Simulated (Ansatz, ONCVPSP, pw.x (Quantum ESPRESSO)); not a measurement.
What a changed setting does to a pw.x run (fcc Sc)

Potential: optimised norm-conserving Vanderbilt (ONCV), ONCVPSP 4.0.1.1 (patched build), PBE; core [Ne], reference 3s2 3p6 3d1 4s1; waves: 3s+4s: rc 1.60 bohr, ncon 4, nbas 7, qcut 9.5 1/bohr, 2 projectors; 3p: rc 1.35 bohr, ncon 4, nbas 9, qcut 9.1 1/bohr, 2 projectors, debl 3.4 Ha; 3d: rc 1.35 bohr, ncon 4, nbas 9, qcut 12 1/bohr, local; local part: the d channel; core correction: none.

The reference run (k-mesh 12³, cutoffs 130/520 Ry, Fermi–Dirac 0.01 Ry, mixing_beta 0.4, conv_thr 1e-9, no spin) gives 0.07 GPa at 24.855 Å³/atom, where all-electron LAPW gives 0.01 GPa. This run, with its own iteration cap, changes smearing to mv.

```
&control
  calculation='scf', prefix='x', pseudo_dir='./', outdir='./tmp', tstress=.true., disk_io='none'
/
&system
  ibrav=0, nat=1, ntyp=1, ecutwfc=130, ecutrho=520, nbnd=13,
  occupations='smearing', smearing='mv', degauss=0.01
/
&electrons
  conv_thr=1e-09, mixing_beta=0.4, electron_maxstep=70
/
ATOMIC_SPECIES
Sc 1.0 Sc.UPF
CELL_PARAMETERS angstrom
  0.00000000 2.31629884 2.31629884
  2.31629884 0.00000000 2.31629884
  2.31629884 2.31629884 0.00000000
ATOMIC_POSITIONS crystal
Sc 0.0000 0.0000 0.0000
K_POINTS automatic
12 12 12 0 0 0
```

```bash
pw.x < Sc.scf.in > Sc.scf.out
```

Question: How does the run end?

Answer: It converges in 10 iterations; the free energy moves by +59.8 meV/atom and the pressure by -0.46 GPa. This scheme is built to cancel the term in the square of the width that Fermi–Dirac smearing leaves in the F of a metal.

```
Message from routine setup:
     using ibrav=0 with symmetry is DISCOURAGED, use correct ibrav instead
     lattice parameter (alat)  =       6.1903  a.u.
     unit-cell volume          =     167.7299 (a.u.)^3
     number of electrons       =        11.00
     number of Kohn-Sham states=           13
     kinetic-energy cutoff     =     130.0000  Ry
     charge density cutoff     =     520.0000  Ry
     scf convergence threshold =      1.0E-09
     Exchange-correlation= PBE
     number of k points=    72  Marzari-Vanderbilt smearing, width (Ry)=  0.0100
     iteration #  1     ecut=   130.00 Ry     beta= 0.40
     total energy              =     -93.41824921 Ry
     estimated scf accuracy    <       1.14577379 Ry
     iteration #  2     ecut=   130.00 Ry     beta= 0.40
     total energy              =     -93.46449180 Ry
     estimated scf accuracy    <       0.10294511 Ry
     iteration #  3     ecut=   130.00 Ry     beta= 0.40
     total energy              =     -93.49363942 Ry
     estimated scf accuracy    <       0.00738415 Ry
     [... 4 iterations left out ...]
     iteration #  8     ecut=   130.00 Ry     beta= 0.40
     total energy              =     -93.49662670 Ry
     estimated scf accuracy    <       0.00000023 Ry
     iteration #  9     ecut=   130.00 Ry     beta= 0.40
     total energy              =     -93.49662673 Ry
     estimated scf accuracy    <       0.00000001 Ry
     iteration # 10     ecut=   130.00 Ry     beta= 0.40
     the Fermi energy is     9.1985 ev
!    total energy              =     -93.49662673 Ry
     estimated scf accuracy    <          6.2E-10 Ry
     smearing contrib. (-TS)   =      -0.00000879 Ry
     The total energy is F=E-TS. E is the sum of the following terms:
     one-electron contribution =     -39.20803716 Ry
     hartree contribution      =      21.29195876 Ry
     xc contribution           =     -12.20988495 Ry
     ewald contribution        =     -63.37065460 Ry
     convergence has been achieved in  10 iterations
          total   stress  (Ry/bohr**3)                   (kbar)     P=       -3.93
     Message from routine punch:
     Nothing written, as per user request (disk_io='none')
```

The run took about 2.4 min on one core of a shared host (Neoverse-N1, 64 threads, 124 GiB, load 55).
